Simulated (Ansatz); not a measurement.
# InH: from a guess to a relaxed structure

Where does this trial cell of InH go when cell and atoms are let free?

Program: Ansatz 0.2.0. Level of theory: DFT PBE, scalar-relativistic, plane waves, PAW. These are calculated values, not measurements.

## 1. Starting point

Symmetry: Fm-3m, No. 225, cubic system. Conventional cell: a = 5.412 Å, b = 5.412 Å, c = 5.412 Å, α = 90.00°, β = 90.00°, γ = 90.00°. In (site symmetry m-3m) is surrounded by 6 H at 2.71 Å. Around H (site symmetry m-3m) lie 6 In at 2.71 Å.

Structure file:

```xyz
2
Lattice="0.0000 2.7061 2.7061 2.7061 0.0000 2.7061 2.7061 2.7061 0.0000" Properties=species:S:1:pos:R:3 pbc="T T T"
In    0.0000    0.0000    0.0000
H     2.7061    2.7061    2.7061
```

The cell is invented: random cell by space group and Wyckoff sites (Fm-3m, No. 225). Its size is a rough estimate.

## 2. A first look at the guess

Input file input.yaml:

```yaml
crystal:
  lattice:
    - [0.0, 2.70610731, 2.70610731]
    - [2.70610731, 0.0, 2.70610731]
    - [2.70610731, 2.70610731, 0.0]
  atoms:
    - { symbol: In, position: [0.0, 0.0, 0.0] }
    - { symbol: H, position: [0.5, 0.5, 0.5] }
basis:
  ecutwfc: 420
kpoints:
  mp_grid: { grid: [6, 6, 6] }
hamiltonian:
  xc: pbe
scf:
  occupations: { method: gaussian, width: 0.1 }
  lower_state_search: "off"
output:
  forces: true
  stress: true
  eigenvalues: true
```

On the command line:

```
ansatz run input.yaml --threads 1 --pin off --max-ram 2560MiB --backend cpu --events-out ev --progress --plain --runs-dir out
```

Standard output, shortened:

```text
Warning: RAYON_NUM_THREADS=1 ignored (pool sized by the plan → 1); use --threads N
[...]
Pseudopotentials: kind: paw
Pseudopotential: In, paw, valence charge 13, recommended cutoff 420 eV (normal), In.paw.azcp
Pseudopotential: H, paw, valence charge 1, recommended cutoff 420 eV (normal), H.paw.azcp
Functional definition: PBE
[...]
Crystal: 2 atoms, lattice volume = 39.634 Å³
Basis set: ecut = 420 eV, 749 PW (Γ), exchange–correlation on 54×54×54 points (8 copies of the dense FFT grid, shifted against one another)
Bands: 11, of which v1, the nominal top of the filled ones, is band 7 counted from 1 (6 counted from 0)
Symmetry: 48 space group operations
Space group: Fm-3m (ITA 225), of the structure as read, at distance tolerance 3.4e-5 Å
k-points: 16 of 216
[...]
SCF iter   1: F=—  HF=-5612.596791 eV  |F-HF|=—  |Δ(HF+E_count)|=         —  Δρ=3.85e-3  dr2=7.91e-3  ethr=1.77e-3  ⟨swp⟩=5.0  Hψ=1027  notcnv=0
[...]
SCF iter   6: F=-5612.594175 eV  HF=-5612.594175 eV  |F-HF|=6.00e-11  |Δ(HF+E_count)|=   5.89e-9  Δρ=7.51e-7  dr2=1.46e-10  ethr=8.31e-11  ⟨swp⟩=2.6  Hψ=590  notcnv=0
[...]
SCF converged after 6 iterations
Free energy (F): -5612.594175 eV
[...]
E sigma→0 (E₀):  -5612.589367 eV
Entropy (-TS):   -0.009616 eV (-4.808 meV/atom)
Fermi energy:    5.890023 eV
[...]
--- Forces (eV/Å), atoms counted from 1 ---
  atom   1  In     0.00000000     0.00000000     0.00000000
  atom   2  H      0.00000000     0.00000000     0.00000000
[...]
--- Stress (GPa, compression-positive) ---
       -4.023480       0.000000       0.000000
        0.000000      -4.023480       0.000000
        0.000000       0.000000      -4.023480
  P = ⅓ Tr σ = -4.0235 GPa (-40.235 kbar)
--- Band table (eV; the first three rows and the last of 16) ---
  k-point 0: bands = ["-8.4632", "-8.4632", "-8.4632", "-8.4024", "-8.4024", "-2.3012", "8.4152", "12.7294", "12.7294", "12.7294", "16.4585"]
[...]
```

Wall time 0.74 s (1 thread of Arm Neoverse V1, shared host); peak memory 0.26 GiB.

From the probe: pressure -4.0 GPa, largest force 0.00 eV/Å, gap on this mesh none (metal). A cheap, loose relaxation comes first.

## 3. A loose first relaxation

input.yaml: that of step 2 with these lines changed.

```diff
@@ -21 +21,6 @@
   eigenvalues: true
+relax:
+  adjacent_minimum: "off"
+  f_tol: 0.04
+  max_steps: 70
+  cell: { stress_tol: 0.4 }
```

On the command line:

```
ansatz run input.yaml --threads 1 --pin off --max-ram 2560MiB --backend cpu --events-out ev --progress --plain --runs-dir out
```

Standard output:

```text
Warning: RAYON_NUM_THREADS=1 ignored (pool sized by the plan → 1); use --threads N
Engine: ansatz 0.2.0, aarch64-unknown-linux-gnu
Pseudopotentials: kind: paw
Pseudopotential: In, paw, valence charge 13, recommended cutoff 420 eV (normal), In.paw.azcp
Pseudopotential: H, paw, valence charge 1, recommended cutoff 420 eV (normal), H.paw.azcp
Functional definition: PBE
  parameter kappa = 0.804
  parameter beta = 0.06672455060314922
  exchange = pbe_x(kappa = kappa, mu = beta*pi^2/3)
  correlation = pbe_c(beta = beta)
Crystal: 2 atoms, lattice volume = 39.634 Å³
Basis set: ecut = 420 eV, 749 PW (Γ), exchange–correlation on 54×54×54 points (8 copies of the dense FFT grid, shifted against one another)
Bands: 11, of which v1, the nominal top of the filled ones, is band 7 counted from 1 (6 counted from 0)
Symmetry: 48 space group operations
Space group: Fm-3m (ITA 225), of the structure as read, at distance tolerance 3.4e-5 Å
k-points: 16 of 216
Non-local potential: In, projectors of the file, l = 0: 2, l = 1: 2, l = 2: 2, l = 3: 2
Non-local potential: H, projectors of the file, l = 0: 2, l = 1: 1
PAW form: soft (Blöchl's): semilocal exchange-correlation on the pseudo side does not see the compensation charge
PAW one-centre angular grid: In, 590 points (default); XC on 64 Gauss nodes
PAW one-centre angular grid: H, 110 points (default); XC on 64 Gauss nodes
Initial density: superposition of atomic densities (neutral atoms: chi_scale 0, normalization atom), corrected by the library's trained network
Initial wavefunctions: pseudopotential atomic-orbital guess
Functional: x = pbe(κ = 0.804, μ = 0.2195149727645171), c = pbe(β = 0.06672455060314922)
SCF iter   1: F=—  HF=-5612.596791 eV  |F-HF|=—  |Δ(HF+E_count)|=         —  Δρ=3.85e-3  dr2=7.91e-3  ethr=1.77e-3  ⟨swp⟩=5.0  Hψ=1027  notcnv=0
preconditioner: auto → none  [insulator: Δε(μ)=0.100 eV  Ē_g=16.349 eV  σ=0.100 eV  W_gap=0.51  n_scr=8 (ndim 8)  ℏωp=22.1 eV  f_vac=0.000  D(μ)=1.74/eV (n_scr^D=14)  ε∞_Penn≈2.8]
SCF iter   2: F=—  HF=-5612.594193 eV  |F-HF|=—  |Δ(HF+E_count)|=   2.60e-3  Δρ=7.13e-4  dr2=1.97e-4  ethr=5.65e-5  ⟨swp⟩=1.3  Hψ=328  notcnv=0
SCF iter   3: F=—  HF=-5612.594153 eV  |F-HF|=—  |Δ(HF+E_count)|=   3.99e-5  Δρ=1.93e-4  dr2=1.36e-5  ethr=1.41e-6  ⟨swp⟩=2.0  Hψ=271  notcnv=0
SCF iter   4: F=—  HF=-5612.594172 eV  |F-HF|=—  |Δ(HF+E_count)|=   1.87e-5  Δρ=8.31e-5  dr2=1.94e-6  ethr=9.71e-8  ⟨swp⟩=1.8  Hψ=193  notcnv=0
iter 5 did not close the SCF: its close was put off for the readings that it lacked (scf_convergence_deferred on its scf_iter line)
SCF iter   5: F=-5612.594175 eV  HF=-5612.594175 eV  |F-HF|=2.00e-9  |Δ(HF+E_count)|=   3.39e-6  Δρ=5.39e-6  dr2=1.17e-8  ethr=1.39e-8  ⟨swp⟩=2.0  Hψ=204  notcnv=0
SCF iter   6: F=-5612.594175 eV  HF=-5612.594175 eV  |F-HF|=5.82e-11  |Δ(HF+E_count)|=   5.43e-9  Δρ=7.52e-7  dr2=1.47e-10  ethr=8.32e-11  ⟨swp⟩=2.6  Hψ=590  notcnv=0
SCF 1 converged in 6 iterations: F = -5612.594175 eV  dr2 = 1.47e-10
relax step   1: F+E_penalty+E_count = -5612.59417536 eV  Δ(F+E_penalty+E_count) = +0.000e0 eV  max|allowed force component| = 2.975e-30 eV/Å  Δτ_max = 0.0000 Å  P = -4.023 GPa  Ω = 39.634 Å³  (6 SCF iters, dr2 threshold 1.00e-7 eV, accepted)
Crystal: 2 atoms, lattice volume = 34.115 Å³
Basis set: ecut = 420 eV, 645 PW (Γ), exchange–correlation on 54×54×54 points (8 copies of the dense FFT grid, shifted against one another)
Initial density: handed on by an earlier stage of this run
Initial wavefunctions: those handed on with the density
iter 1 solved again at ethr=3.67e-5 eV; its pass at ethr=3.10e-3 eV (dr2=5.14e-3 eV) is discarded
SCF iter   1: F=—  HF=-5612.713078 eV  |F-HF|=—  |Δ(HF+E_count)|=         —  Δρ=3.03e-3  dr2=5.32e-3  ethr=3.67e-5  ⟨swp⟩=1.0  Hψ=1404  notcnv=0
preconditioner: auto → none  [insulator: Δε(μ)=0.136 eV  Ē_g=16.834 eV  σ=0.100 eV  W_gap=0.54  n_scr=8 (ndim 8)  ℏωp=23.8 eV  f_vac=0.000  D(μ)=1.52/eV (n_scr^D=14)  ε∞_Penn≈3.0]
SCF iter   2: F=—  HF=-5612.711131 eV  |F-HF|=—  |Δ(HF+E_count)|=   1.95e-3  Δρ=1.58e-3  dr2=4.12e-4  ethr=3.67e-5  ⟨swp⟩=2.2  Hψ=290  notcnv=0
SCF iter   3: F=—  HF=-5612.711140 eV  |F-HF|=—  |Δ(HF+E_count)|=   9.02e-6  Δρ=6.42e-4  dr2=6.99e-5  ethr=2.94e-6  ⟨swp⟩=1.0  Hψ=176  notcnv=0
SCF iter   4: F=—  HF=-5612.711160 eV  |F-HF|=—  |Δ(HF+E_count)|=   2.01e-5  Δρ=1.02e-4  dr2=1.67e-6  ethr=4.99e-7  ⟨swp⟩=1.0  Hψ=176  notcnv=0
SCF iter   5: F=-5612.711160 eV  HF=-5612.711160 eV  |F-HF|=4.46e-9  |Δ(HF+E_count)|=   4.40e-7  Δρ=6.41e-6  dr2=1.07e-8  ethr=1.43e-9  ⟨swp⟩=6.4  Hψ=904  notcnv=0
SCF 2 converged in 5 iterations: F = -5612.711160 eV  dr2 = 1.07e-8
relax step   2: F+E_penalty+E_count = -5612.71116014 eV  Δ(F+E_penalty+E_count) = -1.170e-1 eV  max|allowed force component| = 2.054e-30 eV/Å  Δτ_max = 0.0000 Å  P = -2.024 GPa  Ω = 34.115 Å³  energy of the carried Pulay correction = +2.717e-3 eV  (5 SCF iters, dr2 threshold 2.00e-7 eV, accepted)
Crystal: 2 atoms, lattice volume = 29.916 Å³
Basis set: ecut = 420 eV, 561 PW (Γ), exchange–correlation on 54×54×54 points (8 copies of the dense FFT grid, shifted against one another)
iter 1 solved again at ethr=1.75e-5 eV; its pass at ethr=3.10e-3 eV (dr2=2.45e-3 eV) is discarded
SCF iter   1: F=—  HF=-5612.720409 eV  |F-HF|=—  |Δ(HF+E_count)|=         —  Δρ=2.36e-3  dr2=2.62e-3  ethr=1.75e-5  ⟨swp⟩=1.8  Hψ=1423  notcnv=0
preconditioner: auto → none  [insulator: Δε(μ)=0.605 eV  Ē_g=17.434 eV  σ=0.100 eV  W_gap=0.54  n_scr=8 (ndim 8)  ℏωp=25.4 eV  f_vac=0.000  D(μ)=2.02/eV (n_scr^D=14)  ε∞_Penn≈3.1]
SCF iter   2: F=—  HF=-5612.719496 eV  |F-HF|=—  |Δ(HF+E_count)|=   9.13e-4  Δρ=1.44e-3  dr2=3.19e-4  ethr=1.75e-5  ⟨swp⟩=2.3  Hψ=279  notcnv=0
SCF iter   3: F=—  HF=-5612.719501 eV  |F-HF|=—  |Δ(HF+E_count)|=   4.58e-6  Δρ=5.78e-4  dr2=5.21e-5  ethr=2.28e-6  ⟨swp⟩=1.0  Hψ=176  notcnv=0
SCF iter   4: F=—  HF=-5612.719512 eV  |F-HF|=—  |Δ(HF+E_count)|=   1.12e-5  Δρ=1.95e-4  dr2=7.90e-6  ethr=3.72e-7  ⟨swp⟩=1.0  Hψ=176  notcnv=0
SCF iter   5: F=—  HF=-5612.719512 eV  |F-HF|=—  |Δ(HF+E_count)|=   3.16e-7  Δρ=3.35e-5  dr2=2.12e-7  ethr=5.64e-8  ⟨swp⟩=1.1  Hψ=179  notcnv=0
SCF iter   6: F=-5612.719513 eV  HF=-5612.719513 eV  |F-HF|=7.38e-10  |Δ(HF+E_count)|=   5.11e-8  Δρ=3.13e-6  dr2=2.08e-9  ethr=1.43e-9  ⟨swp⟩=4.9  Hψ=807  notcnv=0
SCF 3 converged in 6 iterations: F = -5612.719513 eV  dr2 = 2.08e-9
relax step   3: F+E_penalty+E_count = -5612.71951251 eV  Δ(F+E_penalty+E_count) = -8.352e-3 eV  max|allowed force component| = 3.369e-31 eV/Å  Δτ_max = 0.0000 Å  P = +2.255 GPa  Ω = 29.916 Å³  energy of the carried Pulay correction = +5.074e-3 eV  (6 SCF iters, dr2 threshold 2.00e-7 eV, accepted)
Crystal: 2 atoms, lattice volume = 31.991 Å³
Basis set: ecut = 420 eV, 609 PW (Γ), exchange–correlation on 54×54×54 points (8 copies of the dense FFT grid, shifted against one another)
iter 1 solved again at ethr=5.13e-6 eV; its pass at ethr=3.10e-3 eV (dr2=7.18e-4 eV) is discarded
SCF iter   1: F=—  HF=-5612.729307 eV  |F-HF|=—  |Δ(HF+E_count)|=         —  Δρ=1.25e-3  dr2=8.30e-4  ethr=5.13e-6  ⟨swp⟩=2.8  Hψ=1552  notcnv=0
preconditioner: auto → none  [insulator: Δε(μ)=0.567 eV  Ē_g=17.212 eV  σ=0.100 eV  W_gap=0.68  n_scr=8 (ndim 8)  ℏωp=24.6 eV  f_vac=0.000  D(μ)=2.22/eV (n_scr^D=26)  ε∞_Penn≈3.0]
SCF iter   2: F=—  HF=-5612.729021 eV  |F-HF|=—  |Δ(HF+E_count)|=   2.86e-4  Δρ=7.33e-4  dr2=9.87e-5  ethr=5.13e-6  ⟨swp⟩=2.0  Hψ=279  notcnv=0
SCF iter   3: F=—  HF=-5612.729023 eV  |F-HF|=—  |Δ(HF+E_count)|=   1.58e-6  Δρ=2.95e-4  dr2=1.57e-5  ethr=7.05e-7  ⟨swp⟩=1.0  Hψ=176  notcnv=0
SCF iter   4: F=—  HF=-5612.729025 eV  |F-HF|=—  |Δ(HF+E_count)|=   1.98e-6  Δρ=5.44e-5  dr2=8.35e-7  ethr=1.12e-7  ⟨swp⟩=1.0  Hψ=176  notcnv=0
SCF iter   5: F=-5612.729025 eV  HF=-5612.729025 eV  |F-HF|=5.12e-9  |Δ(HF+E_count)|=   1.02e-8  Δρ=6.09e-6  dr2=7.34e-9  ethr=1.43e-9  ⟨swp⟩=5.4  Hψ=872  notcnv=0
SCF 4 converged in 5 iterations: F = -5612.729025 eV  dr2 = 7.34e-9
relax step   4: F+E_penalty+E_count = -5612.72902486 eV  Δ(F+E_penalty+E_count) = -9.512e-3 eV  max|allowed force component| = 1.520e-31 eV/Å  Δτ_max = 0.0000 Å  P = -0.379 GPa  Ω = 31.991 Å³  energy of the carried Pulay correction = +3.874e-3 eV  (5 SCF iters, dr2 threshold 2.00e-7 eV, accepted)
Basis set: ecut = 420 eV, 609 PW (Γ), exchange–correlation on 48×48×48 points (8 copies of the dense FFT grid, shifted against one another)
Initial wavefunctions: pseudopotential atomic-orbital guess (no wavefunctions were taken with the density)
iter 1 solved again at ethr=1.94e-7 eV; its pass at ethr=3.10e-3 eV (dr2=2.72e-5 eV) is discarded
SCF iter   1: F=—  HF=-5612.726587 eV  |F-HF|=—  |Δ(HF+E_count)|=         —  Δρ=3.87e-4  dr2=7.10e-6  ethr=1.94e-7  ⟨swp⟩=2.9  Hψ=1417  notcnv=0
preconditioner: auto → none  [insulator: Δε(μ)=0.560 eV  Ē_g=17.180 eV  σ=0.100 eV  W_gap=0.67  n_scr=8 (ndim 8)  ℏωp=24.6 eV  f_vac=0.000  D(μ)=2.22/eV (n_scr^D=26)  ε∞_Penn≈3.0]
SCF iter   2: F=—  HF=-5612.726603 eV  |F-HF|=—  |Δ(HF+E_count)|=   1.59e-5  Δρ=1.80e-4  dr2=1.45e-6  ethr=5.07e-8  ⟨swp⟩=2.0  Hψ=270  notcnv=0
SCF iter   3: F=—  HF=-5612.726606 eV  |F-HF|=—  |Δ(HF+E_count)|=   2.21e-6  Δρ=4.99e-5  dr2=1.91e-7  ethr=1.04e-8  ⟨swp⟩=2.2  Hψ=225  notcnv=0
SCF iter   4: F=—  HF=-5612.726606 eV  |F-HF|=—  |Δ(HF+E_count)|=   3.71e-7  Δρ=5.72e-6  dr2=3.96e-9  ethr=1.37e-9  ⟨swp⟩=2.9  Hψ=286  notcnv=0
SCF iter   5: F=-5612.726606 eV  HF=-5612.726606 eV  |F-HF|=8.07e-10  |Δ(HF+E_count)|=   5.76e-9  Δρ=2.03e-6  dr2=3.44e-10  ethr=9.14e-12  ⟨swp⟩=4.6  Hψ=605  notcnv=0
SCF 5 converged in 5 iterations: F = -5612.726606 eV  dr2 = 3.44e-10
relax step   5: F+E_penalty+E_count = -5612.72660590 eV  Δ(F+E_penalty+E_count) = +2.419e-3 eV  max|allowed force component| = 4.437e-31 eV/Å  Δτ_max = 0.0000 Å  P = -0.453 GPa  Ω = 31.991 Å³  stress off target by 4.53e-1 GPa  SCF on the basis re-selected at this cell (its energy is not comparable with the rows above)  (5 SCF iters)
basis re-selected at this cell: Δ(F+E_penalty+E_count) = +2.419e-3 eV, ΔP = -0.074 GPa vs the last step (what re-selecting the basis moved, of the pressure what is left beyond the Pulay correction that the steps carried, after the strain that the cell walked since its last selection, with what the two solves' SCF thresholds leave and, on support functions, any second-order correction that the steps lacked; it is no measure of the basis error at this ecutwfc). The dense FFT grid was sized anew with the basis: this SCF ran on 24×24×24 points, the steps before it on 27×27×27, so part of this shift can come from that change (see relax.cell in the input reference). This SCF's stress stands 4.53e-1 GPa from its target on what of the cell is left free (relax.cell.stress_tol is 4.00e-1 GPa) and its largest allowed force component is 4.44e-31 eV/Å (relax.f_tol is 4.00e-2 eV/Å): not within both, so this SCF does not close the relaxation
Crystal: 2 atoms, lattice volume = 31.570 Å³
iter 1 solved again at ethr=1.80e-7 eV; its pass at ethr=3.10e-3 eV (dr2=2.52e-5 eV) is discarded
SCF iter   1: F=—  HF=-5612.727465 eV  |F-HF|=—  |Δ(HF+E_count)|=         —  Δρ=2.27e-4  dr2=2.60e-5  ethr=1.80e-7  ⟨swp⟩=2.9  Hψ=1369  notcnv=0
preconditioner: auto → none  [insulator: Δε(μ)=0.573 eV  Ē_g=17.233 eV  σ=0.100 eV  W_gap=0.66  n_scr=8 (ndim 8)  ℏωp=24.7 eV  f_vac=0.000  D(μ)=2.22/eV (n_scr^D=26)  ε∞_Penn≈3.1]
SCF iter   2: F=—  HF=-5612.727457 eV  |F-HF|=—  |Δ(HF+E_count)|=   8.72e-6  Δρ=1.48e-4  dr2=3.91e-6  ethr=1.80e-7  ⟨swp⟩=2.1  Hψ=284  notcnv=0
SCF iter   3: F=—  HF=-5612.727457 eV  |F-HF|=—  |Δ(HF+E_count)|=   5.92e-8  Δρ=5.62e-5  dr2=5.63e-7  ethr=2.79e-8  ⟨swp⟩=1.0  Hψ=176  notcnv=0
SCF iter   4: F=-5612.727457 eV  HF=-5612.727457 eV  |F-HF|=5.91e-9  |Δ(HF+E_count)|=   9.55e-8  Δρ=5.78e-6  dr2=1.20e-8  ethr=1.43e-9  ⟨swp⟩=4.9  Hψ=801  notcnv=0
SCF 6 converged in 4 iterations: F = -5612.727457 eV  dr2 = 1.20e-8
relax step   6: F+E_penalty+E_count = -5612.72745684 eV  Δ(F+E_penalty+E_count) = -8.509e-4 eV  max|allowed force component| = 4.602e-31 eV/Å  Δτ_max = 0.0000 Å  P = -0.024 GPa  Ω = 31.570 Å³  energy of the carried Pulay correction = +2.130e-4 eV  (4 SCF iters, dr2 threshold 2.00e-7 eV, accepted)
iter 1 solved again at ethr=5.57e-8 eV; its pass at ethr=3.10e-3 eV (dr2=7.79e-6 eV) is discarded
SCF iter   1: F=—  HF=-5612.727192 eV  |F-HF|=—  |Δ(HF+E_count)|=         —  Δρ=3.83e-5  dr2=1.06e-7  ethr=5.57e-8  ⟨swp⟩=3.4  Hψ=1472  notcnv=0
preconditioner: auto → none  [insulator: Δε(μ)=0.574 eV  Ē_g=17.240 eV  σ=0.100 eV  W_gap=0.66  n_scr=8 (ndim 8)  ℏωp=24.7 eV  f_vac=0.000  D(μ)=2.22/eV (n_scr^D=26)  ε∞_Penn≈3.1]
SCF iter   2: F=—  HF=-5612.727194 eV  |F-HF|=—  |Δ(HF+E_count)|=   1.67e-6  Δρ=1.66e-5  dr2=1.38e-8  ethr=7.59e-10  ⟨swp⟩=2.6  Hψ=294  notcnv=0
SCF iter   3: F=—  HF=-5612.727194 eV  |F-HF|=—  |Δ(HF+E_count)|=   4.54e-8  Δρ=6.16e-6  dr2=2.00e-9  ethr=9.86e-11  ⟨swp⟩=2.1  Hψ=211  notcnv=0
SCF iter   4: F=-5612.727194 eV  HF=-5612.727194 eV  |F-HF|=7.37e-11  |Δ(HF+E_count)|=   6.93e-9  Δρ=5.50e-7  dr2=2.29e-11  ethr=9.14e-12  ⟨swp⟩=4.9  Hψ=705  notcnv=0
SCF 7 converged in 4 iterations: F = -5612.727194 eV  dr2 = 2.29e-11
relax step   7: F+E_penalty+E_count = -5612.72719393 eV  Δ(F+E_penalty+E_count) = +2.629e-4 eV  max|allowed force component| = 3.780e-31 eV/Å  Δτ_max = 0.0000 Å  P = -0.024 GPa  Ω = 31.570 Å³  stress off target by 2.40e-2 GPa  SCF on the basis re-selected at this cell (its energy is not comparable with the rows above)  (4 SCF iters)
basis re-selected at this cell: Δ(F+E_penalty+E_count) = +2.629e-4 eV, ΔP = +0.000 GPa vs the last step (what re-selecting the basis moved, of the pressure what is left beyond the Pulay correction that the steps carried, after the strain that the cell walked since its last selection, with what the two solves' SCF thresholds leave and, on support functions, any second-order correction that the steps lacked; it is no measure of the basis error at this ecutwfc). This SCF's stress stands 2.40e-2 GPa from its target on what of the cell is left free (relax.cell.stress_tol is 4.00e-1 GPa) and its largest allowed force component is 3.78e-31 eV/Å (relax.f_tol is 4.00e-2 eV/Å): within both
SCF converged after 4 iterations
Free energy (F): -5612.727194 eV
Harris-Foulkes:  -5612.727194 eV  (|F-HF|=7.37e-11)
Internal energy: -5612.716108 eV  (E = F + TS)
E sigma→0 (E₀):  -5612.721651 eV
Entropy (-TS):   -0.011086 eV (-5.543 meV/atom)
Fermi energy:    8.340099 eV
--- Per-component energies (eV) ---
  E_band       = -41.423856
  E_kinetic    = 252.684701
  E_local      = -1142.277603  (includes V_loc(G=0)·N_el)
  E_nonlocal   = 367.498353
  E_hartree    = 444.890311
  E_xc         = -224.395028
  E_vxc        = -110.758142  (∫ρ·V_xc dr)
  E_paw        = -4151.913867  (= ΣΔE_a)
  E_vpaw       = -298.350862  (= ΣTr[D̂ρ^β])
  E_aug_tail   = -0.000937  (compensation charges beyond the density's cutoff)
  E_ewald      = -1159.202038
  E_smearing   = -0.011086  (= −TS)
  E_closure    = 0.000000  (closes the sum)
  Σ components = -5612.727194   (vs F -5612.727194, Δ=0.00e0)
--- Forces (eV/Å), atoms counted from 1 ---
  atom   1  In    -0.00000000     0.00000000     0.00000000
  atom   2  H      0.00000000     0.00000000     0.00000000
  max |Σ_I F_I| component: 5.59e-31 eV/Å
--- Stress (GPa, compression-positive) ---
       -0.024001       0.000000       0.000000
       -0.000000      -0.024001       0.000000
        0.000000       0.000000      -0.024001
  P = ⅓ Tr σ = -0.0240 GPa (-0.240 kbar)
--- Band table (eV; the first three rows and the last of 16) ---
  k-point 0: bands = ["-5.9926", "-5.9926", "-5.9926", "-5.8861", "-5.8861", "-1.2911", "11.9742", "16.6658", "16.6658", "16.6658", "19.4601"]
  k-point 1: bands = ["-5.9956", "-5.9712", "-5.9712", "-5.8840", "-5.8840", "-0.7750", "10.3666", "14.8500", "16.1850", "16.1850", "19.3156"]
  k-point 2: bands = ["-6.0084", "-5.9763", "-5.9763", "-5.8305", "-5.8305", "0.7751", "6.8579", "13.3581", "15.6031", "15.6031", "19.2768"]
  k-point 15: bands = ["-6.0700", "-6.0363", "-5.8625", "-5.8384", "-5.7681", "4.6422", "6.7985", "7.1641", "9.3411", "14.7668", "18.3806"]
--- Relaxed structure (5 steps of the walk, 5 accepted, 2 SCFs on fresh bases) ---
  F+E_penalty+E_count = -5612.72719393 eV   max|allowed force component| = 3.780e-31 eV/Å   (the final SCF, on the basis selected at the relaxed cell)
  cell:  # Å, volume = 31.5700 Å³
    - [1.1388156495642094e-32, 2.508504040841424, 2.508504040841424]
    - [2.508504040841424, 2.9298388977104565e-34, 2.508504040841424]
    - [2.508504040841424, 2.508504040841424, -2.5349475863655567e-33]
  atoms:
    - { symbol: In, position: [1.2751247782908173e-34, -1.986822328964812e-34, -2.9654064611873357e-36] }
    - { symbol: H, position: [0.5, 0.5, 0.5] }
```

It took 4.6 s on 1 thread of Arm Neoverse V1, shared host; peak memory 0.28 GiB.

Step by step:

| step | E - E(step 1) (eV/cell) | largest force component (eV/Å) | pressure (GPa) | volume (Å³) |
| --- | --- | --- | --- | --- |
| 1 | 0.0000 | 0.0000 | -4.02 | 39.63 |
| 2 | -0.1170 | 0.0000 | -2.02 | 34.12 |
| 3 | -0.1253 | 0.0000 | 2.26 | 29.92 |
| 4 | -0.1348 | 0.0000 | -0.38 | 31.99 |
| 5 | -0.1324 | 0.0000 | -0.45 | 31.99 |
| 6 | -0.1333 | 0.0000 | -0.02 | 31.57 |
| 7 | -0.1330 | 0.0000 | -0.02 | 31.57 |

Step 1 is the start. Steps 5, 7 each repeat the geometry before them on a plane-wave basis chosen anew, so the energy can jump there without any move.

Lengths and angles in the start's conventional setting:

|  | before | after | change |
| --- | --- | --- | --- |
| a (Å) | 5.412 | 5.017 | -7.3 % |
| b (Å) | 5.412 | 5.017 | -7.3 % |
| c (Å) | 5.412 | 5.017 | -7.3 % |
| volume (Å³/atom) | 19.82 | 15.78 | -20.3 % |
| shortest distance (Å) | 2.706 | 2.509 | -7.3 % |
| space group (0.01 Å) | Fm-3m | Fm-3m | same |

The run keeps the 48 symmetry operations of the start, so it could not have lowered the symmetry.

[end of part 1 of 2]
